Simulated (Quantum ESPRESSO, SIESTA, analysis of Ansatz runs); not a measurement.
## LiF (Fm-3m):Cl_F, a ladder of methods on one cell (SIESTA)

Question: at which Fermi levels does Cl_F in LiF (Fm-3m) change its charge, and how much of the answer depends on the k-points? The model is a cell of 54 host atoms with 1 F taken out and 1 Cl put in.

Calculated with SIESTA 5.4.2; SIESTA numerical-orbital DFT, PBEsol, DZP basis, PseudoDojo 0.4.1 potentials converted to PSML; charged supercells in a uniform background, point-charge correction with alignment at far sites.

## 1. The starting structure

The cell holds 54 atoms: 27 Li, 26 F and 1 Cl. Its edges and angles: a = 8.473 Å, b = 8.473 Å, c = 8.473 Å, α = 59.9°, β = 59.9°, γ = 59.9°. It derives from LiF (space group Fm-3m). Nearest the centre at fractional (0.500, 0.500, 0.500): Cl28 at 0.00 Å, Li33 at 2.00 Å, Li45 at 2.00 Å, Li29 at 2.00 Å, Li51 at 2.00 Å, Li47 at 2.00 Å, Li35 at 2.00 Å, F44 at 2.82 Å.

Structure file:

```xyz
54
Lattice="0.0054 5.9910 5.9910 5.9910 0.0054 5.9910 5.9910 5.9910 0.0054" Properties=species:S:1:pos:R:3 pbc="T T T"
Li    0.0000    0.0000    0.0000
F     1.9979    1.9979    1.9979
Li    1.9970    1.9970    0.0018
F     3.9949    3.9949    1.9997
Li    3.9940    3.9940    0.0036
F     5.9919    5.9919    2.0015
Li    1.9970    0.0018    1.9970
F     3.9949    1.9997    3.9949
Li    3.9940    1.9988    1.9988
F     5.9919    3.9967    3.9967
Li    5.9910    3.9958    2.0006
F     7.9889    5.9937    3.9985
Li    3.9940    0.0036    3.9940
F     5.9919    2.0015    5.9919
Li    5.9910    2.0006    3.9958
F     7.9889    3.9985    5.9937
Li    7.9880    3.9976    3.9976
F     9.9859    5.9955    5.9955
Li    0.0018    1.9970    1.9970
F     1.9997    3.9949    3.9949
Li    1.9988    3.9940    1.9988
F     3.9967    5.9919    3.9967
Li    3.9958    5.9910    2.0006
F     5.9937    7.9889    3.9985
Li    1.9988    1.9988    3.9940
F     3.9967    3.9967    5.9919
Li    3.9958    3.9958    3.9958
Cl    5.9937    5.9937    5.9937
Li    5.9928    5.9928    3.9976
F     7.9907    7.9907    5.9955
Li    3.9958    2.0006    5.9910
F     5.9937    3.9985    7.9889
Li    5.9928    3.9976    5.9928
F     7.9907    5.9955    7.9907
Li    7.9898    5.9946    5.9946
F     9.9877    7.9925    7.9925
Li    0.0036    3.9940    3.9940
F     2.0015    5.9919    5.9919
Li    2.0006    5.9910    3.9958
F     3.9985    7.9889    5.9937
Li    3.9976    7.9880    3.9976
F     5.9955    9.9859    5.9955
Li    2.0006    3.9958    5.9910
F     3.9985    5.9937    7.9889
Li    3.9976    5.9928    5.9928
F     5.9955    7.9907    7.9907
Li    5.9946    7.9898    5.9946
F     7.9925    9.9877    7.9925
Li    3.9976    3.9976    7.9880
F     5.9955    5.9955    9.9859
Li    5.9946    5.9946    7.9898
F     7.9925    7.9925    9.9877
Li    7.9916    7.9916    7.9916
F     9.9895    9.9895    9.9895
```

Screening for the image-charge correction: ε∞ = 2.08, ε0 = 9.41, from a response run on this crystal (DFPT, PBEsol, Quantum ESPRESSO) at that run's own cell.

The cell's shortest repeat is 8.5 Å.

The primitive cell was relaxed at this level beforehand, to 15.91 Å³.

The defect-free supercell was relaxed beforehand, from displaced atoms: they ended at most 0.01 Å from the sites they started about, so the symmetric structure holds.

## 2. Band edges

Levels are counted from the valence top, which comes from the unit cell, dense mesh; the energy of the host comes from the defect-free supercell at the defects' own k-points, so that the host's part of the sampling error cancels.

host.fdf reads:

```
SystemName                      LiF
SystemLabel                     host
NumberOfSpecies                 2
NumberOfAtoms                   2
%block ChemicalSpeciesLabel
  1    3 Li
  2    9 F
%endblock ChemicalSpeciesLabel
LatticeConstant                 1.0 Ang
%block LatticeVectors
     0.001805000     1.996990000     1.996990000
     1.996990000     0.001805000     1.996990000
     1.996990000     1.996990000     0.001805000
%endblock LatticeVectors
AtomicCoordinatesFormat         Fractional
%block AtomicCoordinatesAndAtomicSpecies
     0.000000000     0.000000000     0.000000000  1
     0.499999625     0.499999625     0.499999625  2
%endblock AtomicCoordinatesAndAtomicSpecies
%block kgrid.MonkhorstPack
   14   0   0  0.00
    0  14   0  0.00
    0   0  14  0.00
%endblock kgrid.MonkhorstPack
XC.Functional                   GGA
XC.Authors                      PBEsol
PAO.BasisSize                   DZP
PAO.EnergyShift                 0.005 Ry
Mesh.Cutoff                     300 Ry
%block PAO.PolarizationScheme
  Li non-perturbative
%endblock PAO.PolarizationScheme
OccupationFunction              FD
ElectronicTemperature           0.01 eV
MaxSCFIterations                150
SCF.MustConverge                true
SCF.Mixer.Method                Pulay
SCF.Mixer.Weight                0.2
SCF.Mixer.History               10
SCF.DM.Tolerance                1.0e-4
SCF.H.Tolerance                 1.0e-3 eV
WriteForces                     true
Charge.Mulliken                 end
```

The run is started by

```console
OMP_NUM_THREADS=1 siesta host.fdf > host.out
```

Log:

```text
Version         : 5.4.2

                           ***********************
                           *  WELCOME TO SIESTA  *
                           ***********************

[...]
reinit: Reading from file host.fdf

reinit: -----------------------------------------------------------------------
reinit: System Name: LiF
reinit: -----------------------------------------------------------------------
reinit: System Label: host
reinit: -----------------------------------------------------------------------

initatom: Reading input for the pseudopotentials and atomic orbitals ----------
Species number:   1 Atomic number:    3 Label: Li
Species number:   2 Atomic number:    9 Label: F

[... pseudopotential checks and orbital generation ...]

prinput: Basis input

PAO.BasisType split

%block ChemicalSpeciesLabel
    1    3 Li                      # Species index, atomic number, species label
    2    9 F                       # Species index, atomic number, species label
%endblock ChemicalSpeciesLabel

%block PAO.Basis                 # Define Basis set
# WARNING: This information might be incomplete!
[...]
(Free)E + p*V (eV/cell)     -866.3147
Target enthalpy (eV/cell)     -866.3045
[...]
siesta: Final energy (eV):
siesta:  Band Struct. =    -266.793544
siesta:       Kinetic =     585.898473
siesta:       Hartree =     222.394365
siesta:         Exch. =    -181.825111
siesta:         Corr. =     -12.380846
siesta:   Exch.-corr. =    -194.205957
siesta:  Ion-electron =   -1069.731995
siesta:       Ion-ion =    -410.659384
siesta:         Total =    -866.304498
siesta:         Fermi =     -10.002827
[...]
siesta: Stress tensor (static) (eV/Ang**3):
siesta:     0.000638    0.000244    0.000244
siesta:     0.000244    0.000638    0.000244
siesta:     0.000244    0.000244    0.000638
[...]
siesta: Cell volume =         15.906274 Ang**3
[...]
siesta: Pressure (static):
siesta:                Solid            Molecule  Units
siesta:          -0.00000695         -0.00000696  Ry/Bohr**3
siesta:          -0.00063831         -0.00063875  eV/Ang**3
siesta:          -1.02268469         -1.02339585  kBar
[...]
mulliken: Qtot =       10.000

Mulliken Atomic Populations:
Atom #   charge [q] valence [e]  Species
     1     0.505882    2.494118  Li
     2    -0.505882    7.505882  F
 Total    -0.000000

Job completed
```

It took 65 s on 1 MPI rank of Intel Xeon Platinum 8259CL at 2.50GHz (Skylake/Cascade Lake), shared host; peak memory 0.21 GiB.

The gap at this level is 9.10 eV.

Test of the sampling: at one point at (¼, ¼, ¼) the host's energy lies under 1 meV an atom above its value on the primitive cell's dense mesh, close enough for the relaxations.

[end of part 1 of 3]

[Logs are printed without paths, hosts, clocks, repeated set-up lines and the standing remarks that a program may print on its own settings, such as how far it seeks lower states.]

[Hosts, paths, dates, database ids (printed as entryN), source tags and the programs' standing remarks are cut or masked in the printed files.]

[For some hosts the program warned that the k-mesh of the response run may be too coarse for force constants and the static dielectric constant; such warnings are not shown here.]

[Charge tables in the logs are Mulliken or Hirshfeld populations, whose sizes and signs can differ; where basis functions stand at a vacancy, SIESTA counts their charge against the missing atom's valence.]

[In relaxation paths of CP2K, step 0 can be the structure after the first move, since the trajectory file begins there, and the last row can be the final structure solved once more.]
